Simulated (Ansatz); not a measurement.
## The polar optical mode of ZnS, worked through

The calculation used Ansatz, DFT PBEsol, scalar-relativistic, plane waves, PAW. Plane waves to 420 eV; Γ-centred k mesh 10×10×10; fixed occupations. No spin polarisation. Phonons by linear response, acoustic sum rule imposed.

Equilibrium structure at this level:
Space group F-43m (No. 216). a = 5.356 Å, b = 5.356 Å, c = 5.356 Å, α = 90.00°, β = 90.00°, γ = 90.00°
```tsv
atom	site	symmetry	x	y	z
Zn	4d	-43m	0.2500	0.2500	0.7500
S	4a	-43m	0.0000	0.0000	0.0000
```

Linear response gives ν_TO = 278.8 cm⁻¹, Born charges ±1.948 e (positive on Zn) and ε∞ = 6.095. The primitive cell holds 38.422 Å³, and the masses are 65.380 and 32.060 amu.

Problem. Find ν_LO and the static dielectric constant.

Solution. The long-wave field adds a restoring force: ω_LO² − ω_TO² = Z*²e²/(ε_vac ε∞ μV). In these units ν_LO² − ν_TO² = 4.92064×10⁷ Z*²/(μ V ε∞) cm⁻², with μ = m₁m₂/(m₁ + m₂) = 21.512 amu: 37061 cm⁻². So ν_LO = √(278.8² + 37061) = 338.8 cm⁻¹, and the run gives 338.8. Lyddane–Sachs–Teller then gives ε0 = ε∞ (ν_LO/ν_TO)² = 9.00, against 9.00 in the run (it forms both from the same three quantities, so the match checks the arithmetic only). Between ν_TO and ν_LO the dielectric function is negative and an undamped crystal reflects fully: a reststrahlen band from 29.5 to 35.9 μm.

Problem. What do the Clausius–Mossotti polarisability and the Szigeti charge come to?

Solution. With the Lorentz local field, α = (3V/4π)(ε∞ − 1)/(ε∞ + 2) = 5.77 Å³ for the pair, and e_S = 3Z*/(ε∞ + 2) = 0.72 e. The Born charge includes the electrons' response to the dipole's own local field, and e_S takes that enhancement out. The Lorentz field assumes point-like polarisable ions, a poor picture once ε∞ is this large, since the electron clouds then overlap or are shared, so both numbers are formal here.

Problem. How strongly does a slow electron couple to the LO mode?

Solution. For one isotropic parabolic band, Fröhlich's constant is α_F = (1/ε∞ − 1/ε0) √(m* Ry/ħω_LO), with Ry = 13.606 eV, ħω_LO = 42.0 meV and m* in free-electron masses: α_F = 0.0530 × 18.00 × √m* = 0.95 √m*. The band mass isn't part of this run; for m* = 0.1, 0.3 and 1 it gives 0.30, 0.52, 0.95. In weak coupling the polaron lies α_F ħω_LO below the band edge (22 meV at m* = 0.3) with a mass m*(1 + α_F/6); past α_F of about 5 or 6 that expansion fails. A semilocal functional's ε∞ tends to be too large, which taken alone lowers α_F.

Cost: 1 run of about 4.5 core-minutes, on Arm Neoverse V2 (shared hosts).

ZnS comes out as a polar but strongly covalent semiconductor. The Born charge of ±1.948 e lies close to the nominal divalent value, yet it isn't a static ionic charge: it also counts the charge that flows through the Zn–S bonds as the sublattices move against each other. That motion sets up the long-range field that stiffens the LO mode, while the easily polarised valence electrons, largely S 3p in character, screen it. Electronic screening thus supplies most of the static dielectric constant, with ε∞ = 6.095 out of 9.00.

The calculated LO–TO splitting is smaller than the measured one, mainly because LO lies too low. Overestimated electronic screening is the likely cause, as it weakens the restoring field.

For a light, s-like conduction band, the coupling constants suggest a large, mobile electron polaron rather than a self-trapped one. This doesn't carry over to holes, whose degenerate, anisotropic p-like bands fall outside the single-band model.
